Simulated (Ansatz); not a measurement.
# Ti: the cost of one run

Computed with Ansatz 0.2.0 (DFT PBE, scalar-relativistic, plane waves, PAW, unless a step's input says otherwise).

## 1. The structure to begin with

It takes space group Fm-3m (No. 225, cubic). Conventional cell: a = 4.112 Å, b = 4.112 Å, c = 4.112 Å, α = 90.00°, β = 90.00°, γ = 90.00°. Ti (site symmetry m-3m) is surrounded by 12 Ti at 2.91 Å.

Structure file:

```
CELL_PARAMETERS angstrom
0.00000 2.05602 2.05602
2.05602 0.00000 2.05602
2.05602 2.05602 0.00000
ATOMIC_POSITIONS crystal
Ti 0.00000 0.00000 0.00000
```

It is the result of an earlier relaxation at this level (volume 17.38 Å³/atom; gap on the mesh: none (metal)).

Reference energy of this cell: -2499.6085 eV (1 atoms, 18×18×18 mesh, zero smearing).

## 2. Making the start

22 Ti were thrown into a skewed cell at random, at 1.04 times a reference volume of the solid, and pushed apart as soft spheres.

The cell holds 22 Ti: a = 7.405 Å, b = 7.268 Å, c = 7.433 Å, α = 95.87°, β = 91.79°, γ = 89.58°.

## 3. Langevin stage at 2910 K

The cutoff is lowered while the worst contacts of the packing are taken out. One k point, a Fermi-Dirac width of 0.251 eV and a fixed cell.

Input file input.yaml:

```yaml
crystal:
  lattice:
    - [7.403636, 0.024252, -0.115653]
    - [0.024252, 7.258486, -0.376421]
    - [-0.115653, -0.376421, 7.422113]
  atoms:
    - { symbol: Ti, position: [0.6974669141, 0.9570513995, 0.2269091931] }
    - { symbol: Ti, position: [0.623460166, 0.6918095059, 0.594507258] }
    - { symbol: Ti, position: [0.3298855565, 0.4530138067, 0.7249173388] }
    - { symbol: Ti, position: [0.6689934261, 0.3540842371, 0.8443928532] }
    - { symbol: Ti, position: [0.9491260895, 0.7162729882, 0.3395639511] }
    - { symbol: Ti, position: [0.124959608, 0.8045802387, 0.6898141625] }
    - { symbol: Ti, position: [0.1931985008, 0.547398103, 0.0527870643] }
    - { symbol: Ti, position: [0.9301703416, 0.4464557388, 0.5863930511] }
    - { symbol: Ti, position: [0.0932629551, 0.9478802296, 0.0849715364] }
    - { symbol: Ti, position: [0.4479525128, 0.7867695943, 0.944892227] }
    - { symbol: Ti, position: [0.2574479648, 0.4961336509, 0.3874952454] }
    - { symbol: Ti, position: [0.8538415007, 0.6519864344, 0.9391410037] }
    - { symbol: Ti, position: [0.4295460595, 0.0531987269, 0.6970209868] }
    - { symbol: Ti, position: [0.826004664, 0.0430227678, 0.5628324187] }
    - { symbol: Ti, position: [0.1652136369, 0.1456497064, 0.4380468763] }
    - { symbol: Ti, position: [0.0752608518, 0.2123128709, 0.8389750065] }
    - { symbol: Ti, position: [0.592776772, 0.5531957877, 0.1983176068] }
    - { symbol: Ti, position: [0.4002936887, 0.1938147692, 0.0920595698] }
    - { symbol: Ti, position: [0.7572438493, 0.0044731181, 0.8960740086] }
    - { symbol: Ti, position: [0.5741239888, 0.285319309, 0.4436294531] }
    - { symbol: Ti, position: [0.9017082769, 0.3105318461, 0.1906272137] }
    - { symbol: Ti, position: [0.3573759322, 0.8492515711, 0.3451940561] }
  symmetry: { detect: false }
basis:
  ecutwfc: 320
  xc_grid: 1
kpoints:
  mp_grid: { grid: [1, 1, 1], shift: [0.25, 0.25, 0.25] }
hamiltonian:
  xc: pbe
scf:
  occupations: { method: fermi_dirac, width: 0.2508 }
  lower_state_search: "off"
  convergence: { dr2_threshold: 1.0e-05 }
output:
  forces: true
  stress: true
md:
  timestep: 3.0
  n_steps: 24
  ensemble: nvt_langevin
  friction: 0.03
  temperature: 2910.0
  initial_velocities: maxwell_boltzmann
  seed: 93832
```

On the command line:

```console
$ ansatz run input.yaml --threads 2 --pin off --max-ram 5120MiB --backend cpu --events-out ev --progress --plain --runs-dir out
```

What time and memory should one allow on 2 threads of Arm Neoverse V1, shared host?

About 92 s, with a peak of 0.56 GiB.
